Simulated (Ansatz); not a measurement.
## Site preference of Si in place of C in C(111) slab, H on both faces (224 atoms)

Aim: make Si in place of C at several sites of C(111) slab, H on both faces (224 atoms), relax each, and compare their energies.

Method: Kohn-Sham DFT, PBEsol, PAW (set soft_2), plane waves, in Ansatz 0.2.0.

## 1. Starting point

The cell holds 224 atoms: 192 C and 32 H. Its edges and angles: a = 10.089 Å, b = 10.089 Å, c = 24.992 Å, α = 90.0°, β = 90.0°, γ = 120.0°. It derives from C (diamond-structure). Diamond-structure C (a = 3.567 Å), (111) slab of 12 atomic planes, 4 x 4 surface cells, H on the broken bonds of both faces, 12 Å of vacuum; displaced by a Gaussian of 0.02 Å. Regions: slab, 192 atoms (192 C); hydrogen, 32 atoms (32 H). Vacuum lies along c.

Limits known from the start: The Brillouin zone is sampled at Γ only, in a cell whose shortest periodic width is 9 Å.

## 2. Single point at the start

The forces at the start show how far the geometry lies from a minimum of this functional.

input.yaml reads:

```yaml
crystal:
  lattice:
    - [10.089, 0.0, 0.0]
    - [-5.0445, 8.73733, 0.0]
    - [0.0, 0.0, 24.99189]
  atoms:
    - { symbol: C, position: [0.33221, 0.91715, 0.30514] }
    - { symbol: C, position: [0.25004, 0.00018, 0.28493] }
    - { symbol: C, position: [0.16243, 0.82963, 0.38655] }
    - { symbol: C, position: [0.33217, 0.91389, 0.36724] }
    - { symbol: C, position: [0.25346, 0.00139, 0.46884] }
    - { symbol: C, position: [0.16704, 0.83509, 0.44861] }
    - { symbol: C, position: [0.33305, 0.91793, 0.55292] }
    - { symbol: C, position: [0.24664, 0.00011, 0.5305] }
    - { symbol: C, position: [0.1651, 0.83373, 0.63202] }
    - { symbol: C, position: [0.32822, 0.9147, 0.6137] }
    - { symbol: C, position: [0.25293, 0.00234, 0.7169] }
    - { symbol: C, position: [0.1724, 0.83491, 0.69577] }
    - { symbol: C, position: [0.33094, 0.66461, 0.30463] }
    - { symbol: C, position: [0.24849, 0.75022, 0.28326] }
    - { symbol: C, position: [0.16567, 0.58236, 0.38617] }
    - { symbol: C, position: [0.33795, 0.66859, 0.36667] }
    - { symbol: C, position: [0.24887, 0.74986, 0.47044] }
    - { symbol: C, position: [0.16965, 0.58384, 0.44928] }
    - { symbol: C, position: [0.33591, 0.66942, 0.55097] }
    - { symbol: C, position: [0.25063, 0.74864, 0.5311] }
    - { symbol: C, position: [0.16826, 0.58998, 0.63314] }
    - { symbol: C, position: [0.3345, 0.66942, 0.61391] }
    - { symbol: C, position: [0.2519, 0.74997, 0.7163] }
    - { symbol: C, position: [0.16907, 0.58385, 0.69518] }
    - { symbol: C, position: [0.5781, 0.91706, 0.3037] }
    - { symbol: C, position: [0.49989, 0.99873, 0.28202] }
    - { symbol: C, position: [0.4161, 0.83063, 0.3856] }
    - { symbol: C, position: [0.58543, 0.91674, 0.36633] }
    - { symbol: C, position: [0.50134, 0.00039, 0.46876] }
    - { symbol: C, position: [0.41589, 0.83685, 0.44895] }
    - { symbol: C, position: [0.58367, 0.91604, 0.55241] }
    - { symbol: C, position: [0.49755, 0.00082, 0.5312] }
    [... 186 atom lines left out ...]
    - { symbol: H, position: [0.74711, 0.24755, 0.24012] }
    - { symbol: H, position: [0.7499, 0.24963, 0.76077] }
    - { symbol: H, position: [0.00151, 0.4962, 0.23941] }
    - { symbol: H, position: [0.99648, 0.49766, 0.76058] }
    - { symbol: H, position: [0.99879, 0.24833, 0.23961] }
    - { symbol: H, position: [0.99885, 0.24903, 0.75989] }
kpoints:
  mp_grid: { grid: [1, 1, 1] }
hamiltonian:
  xc: pbesol
scf:
  occupations: { method: fermi_dirac, width: 0.05 }
output:
  forces: true
```

Started as:

```bash
> ansatz run input.yaml --threads 4 --pin off --max-ram 15872MiB --backend cpu --events-out ev --progress --plain --runs-dir out
```

Numbers of over 12 decimals in the logs are rounded to 6 here.

Output:

```text
[...]
Pseudopotentials: kind: paw
Pseudopotential: C, paw, valence charge 4, recommended cutoff 420 eV (normal), C.paw.azcp
Pseudopotential: H, paw, valence charge 1, recommended cutoff 420 eV (normal), H.paw.azcp
[...]
Crystal: 224 atoms, lattice volume = 2203.058 Å³
Basis set: ecut = 420 eV, 43055 PW (Γ), exchange–correlation on 144×144×360 points (8 copies of the dense FFT grid, shifted against one another)
Bands: 624, of which v1, the nominal top of the filled ones, is band 400 counted from 1 (399 counted from 0)
Symmetry: 1 space group operations
Space group: P1 (ITA 1), of the structure as read, at distance tolerance 1.3e-4 Å
k-points: 1
[...]
Initial density: superposition of atomic densities (neutral atoms: chi_scale 0, normalization atom), corrected by the library's trained network
Initial wavefunctions: pseudopotential atomic-orbital guess
[...]
SCF iter   1: F=—  HF=-47857.455739 eV  |F-HF|=—  |Δ(HF+E_count)|=         —  Δρ=4.19e-3  dr2=1.79e0  ethr=1.77e-3  ⟨swp⟩=10.0  Hψ=3181  notcnv=0  defer=184
preconditioner: auto → Resta (q_TF=auto, 2.304 Å⁻¹)  ε∞=2.9  [insulator: Δε(μ)=3.178 eV  Ē_g=16.294 eV  σ=0.050 eV  W_gap=1.00  n_scr=474 (ndim 8)  ℏωp=22.4 eV  f_vac=0.413  D(μ)=0.00/eV (n_scr^D=0)  ε∞_Penn≈2.9  vacuum switching on, ρ_ref=1.9e-2 e/Å³]
SCF iter   2: F=—  HF=-47857.173463 eV  |F-HF|=—  |Δ(HF+E_count)|=   2.82e-1  Δρ=2.88e-3  dr2=1.44e-1  ethr=2.24e-4  ⟨swp⟩=3.0  Hψ=1126  notcnv=0  defer=216
SCF iter   3: F=—  HF=-47857.168228 eV  |F-HF|=—  |Δ(HF+E_count)|=   5.23e-3  Δρ=1.26e-3  dr2=3.20e-2  ethr=1.80e-5  ⟨swp⟩=2.0  Hψ=584  notcnv=0  defer=56
automatic band count: iteration 3 solves 464 bands in place of 624: the levels show a gap, and the empty bands left out lie too high to hold charge; the band table lists the bands solved (type scf.n_extra_bands for more)
SCF iter   4: F=—  HF=-47857.172392 eV  |F-HF|=—  |Δ(HF+E_count)|=   4.16e-3  Δρ=2.02e-4  dr2=8.60e-4  ethr=3.99e-6  ⟨swp⟩=9.0  Hψ=1399  notcnv=0  defer=49
SCF iter   5: F=—  HF=-47857.172759 eV  |F-HF|=—  |Δ(HF+E_count)|=   3.67e-4  Δρ=7.30e-5  dr2=1.09e-4  ethr=1.08e-7  ⟨swp⟩=3.0  Hψ=783  notcnv=0  defer=49
SCF iter   6: F=—  HF=-47857.172855 eV  |F-HF|=—  |Δ(HF+E_count)|=   9.62e-5  Δρ=3.02e-5  dr2=1.78e-5  ethr=1.36e-8  ⟨swp⟩=3.0  Hψ=816  notcnv=0  defer=49
SCF iter   7: F=—  HF=-47857.172741 eV  |F-HF|=—  |Δ(HF+E_count)|=   1.14e-4  Δρ=8.56e-6  dr2=1.20e-6  ethr=2.23e-9  ⟨swp⟩=2.0  Hψ=863  notcnv=0  defer=49
SCF iter   8: F=—  HF=-47857.172741 eV  |F-HF|=—  |Δ(HF+E_count)|=   1.32e-7  Δρ=3.09e-6  dr2=2.01e-7  ethr=1.50e-10  ⟨swp⟩=3.0  Hψ=1186  notcnv=0  defer=49
SCF iter   9: F=-47857.172741 eV  HF=-47857.172741 eV  |F-HF|=6.61e-9  |Δ(HF+E_count)|=   1.00e-8  Δρ=8.09e-7  dr2=1.31e-8  ethr=1.25e-11  ⟨swp⟩=4.0  Hψ=1496  notcnv=0
SCF 1 converged in 9 iterations: F = -47857.172741 eV  dr2 = 1.31e-8
[...]
SCF converged after 9 iterations
Free energy (F): -47857.172741 eV
Harris-Foulkes:  -47857.172741 eV  (|F-HF|=6.61e-9)
Internal energy: -47857.172741 eV  (E = F + TS)
E sigma→0 (E₀):  -47857.172741 eV
Fermi energy:    6.348922 eV
--- Per-component energies (eV) ---
[...]
Σ components = -47857.172741   (vs F -47857.172741, Δ=0.00e0)
--- Forces (eV/Å), atoms counted from 1 ---
  atom   1  C      0.33256937    -0.57088335    -1.69702754
  atom   2  C     -0.23031894    -0.21721475    -0.20176735
  atom   3  C      1.07580186     1.37112839     0.06850564
  atom   4  C     -0.29395712     0.56427887    -1.46303923
[...]
atom 224  H     -0.03755223    -0.11613456     1.90654067
  max |Σ_I F_I| component: 6.78e-6 eV/Å
```

Run time: 40 s. Hardware: 4 threads of Intel Xeon Platinum 8259CL at 2.50GHz (Skylake/Cascade Lake), shared host; peak memory 3.6 GiB.

The column dr2 measures how far the density is from self-consistency, as an energy; F and HF (Harris–Foulkes) agree once it is small.

The r.m.s. force at the start is 1.0 eV/Å.

## 3. Relaxation

With the cell held, the atoms are moved downhill towards a nearby minimum.

input.yaml reads:

```yaml
crystal:
  lattice:
    - [10.089, 0.0, 0.0]
    - [-5.0445, 8.73733, 0.0]
    - [0.0, 0.0, 24.99189]
  atoms:
    [... the 224 atom lines of step 2 ...]
kpoints:
  mp_grid: { grid: [1, 1, 1] }
hamiltonian:
  xc: pbesol
scf:
  occupations: { method: fermi_dirac, width: 0.05 }
output:
  forces: true
relax:
  f_tol: 0.05
  max_steps: 120
```

Output:

```text
[...]
Crystal: 224 atoms, lattice volume = 2203.058 Å³
Basis set: ecut = 420 eV, 43055 PW (Γ), exchange–correlation on 144×144×360 points (8 copies of the dense FFT grid, shifted against one another)
Bands: 624, of which v1, the nominal top of the filled ones, is band 400 counted from 1 (399 counted from 0)
Symmetry: 1 space group operations
[...]
k-points: 1
[...]
SCF iter   1: F=—  HF=-47857.455735 eV  |F-HF|=—  |Δ(HF+E_count)|=         —  Δρ=4.19e-3  dr2=1.79e0  ethr=1.77e-3  ⟨swp⟩=10.0  Hψ=3181  notcnv=0  defer=184
[...]
SCF iter   6: F=-47857.172735 eV  HF=-47857.172744 eV  |F-HF|=8.76e-6  |Δ(HF+E_count)|=   9.86e-5  Δρ=2.85e-5  dr2=1.50e-5  ethr=7.81e-9  ⟨swp⟩=3.0  Hψ=1848  notcnv=0
SCF 1 converged in 6 iterations: F = -47857.172735 eV  dr2 = 1.50e-5
[...]
relax step   1: F+E_penalty+E_count = -47857.17273481 eV  Δ(F+E_penalty+E_count) = +0.000e0 eV  max|allowed force component| = 4.122e0 eV/Å  Δτ_max = 0.0000 Å  (6 SCF iters, dr2 threshold 6.25e-5 eV, accepted)
[...]
relax step   2: F+E_penalty+E_count = -47862.39896782 eV  Δ(F+E_penalty+E_count) = -5.226e0 eV  max|allowed force component| = 1.260e0 eV/Å  Δτ_max = 0.0969 Å  (6 SCF iters, dr2 threshold 1.00e-4 eV, accepted)
[...]
relax step   3: F+E_penalty+E_count = -47863.26731083 eV  Δ(F+E_penalty+E_count) = -8.683e-1 eV  max|allowed force component| = 2.582e-2 eV/Å  Δτ_max = 0.0459 Å  (5 SCF iters, dr2 threshold 9.92e-5 eV, accepted)
[...]
relax step   4: F+E_penalty+E_count = -47863.26731466 eV  Δ(F+E_penalty+E_count) = -3.836e-6 eV  max|allowed force component| = 2.646e-2 eV/Å  Δτ_max = 0.0000 Å  (4 SCF iters, accepted)
SCF converged after 4 iterations
Free energy (F): -47863.267315 eV
[...]
Internal energy: -47863.267315 eV  (E = F + TS)
E sigma→0 (E₀):  -47863.267315 eV
Fermi energy:    6.303156 eV
[...]
--- Forces (eV/Å), atoms counted from 1 ---
  atom   1  C      0.00035834     0.00429985     0.00433111
  atom   2  C      0.00387631    -0.00638872    -0.00131959
  atom   3  C      0.00659722     0.00873861    -0.01078409
  atom   4  C      0.00506911    -0.00376210     0.00470380
  atom   5  C      0.00144178    -0.00138541    -0.00512240
  atom   6  C      0.00532162    -0.00679621     0.01008620
  atom   7  C      0.00356180     0.00349621    -0.01079544
  atom   8  C      0.00165305     0.00508208    -0.00866542
  atom   9  C      0.01227100     0.01027557     0.01590115
  atom  10  C     -0.01298379     0.00942372    -0.01162299
  atom  11  C      0.00299475     0.00413213     0.00692347
  atom  12  C      0.00508353    -0.01078458     0.00544451
  atom  13  C     -0.00271219     0.00401807     0.00536293
  atom  14  C      0.00399530     0.00357294    -0.02070675
[...]
atom 223  H      0.00354534     0.00197216     0.01384894
  atom 224  H     -0.00350385     0.00255671    -0.01015619
  max |Σ_I F_I| component: 2.00e-5 eV/Å
--- Relaxed structure (4 steps of the walk, 4 accepted, 0 SCFs on fresh bases) ---
  F+E_penalty+E_count = -47863.26731466 eV   max|allowed force component| = 2.646e-2 eV/Å
  atoms:
    - { symbol: C, position: [0.333456, 0.916641, 0.305025] }
    - { symbol: C, position: [0.250124, 1.89528951854682e-5, 0.285794] }
    - { symbol: C, position: [0.166781, 0.833282, 0.387250] }
    - { symbol: C, position: [0.333445, 0.916639, 0.366873] }
[...]
- { symbol: H, position: [1.000218, 0.249923, 0.758715] }
```

The job ended after 86 s (4 threads; peak memory 3.6 GiB).

The relaxation converged after 4 steps, 6.09 eV below its start, with a largest force component of 0.026 eV/Å.

(Continued in part 2 of 3.)

[Logs are printed without paths, hosts, clocks, repeated set-up lines and the standing remarks that a program may print on its own settings, such as how far it seeks lower states.]

[Hosts, paths, dates, database ids (printed as entryN), source tags and the programs' standing remarks are cut or masked in the printed files.]
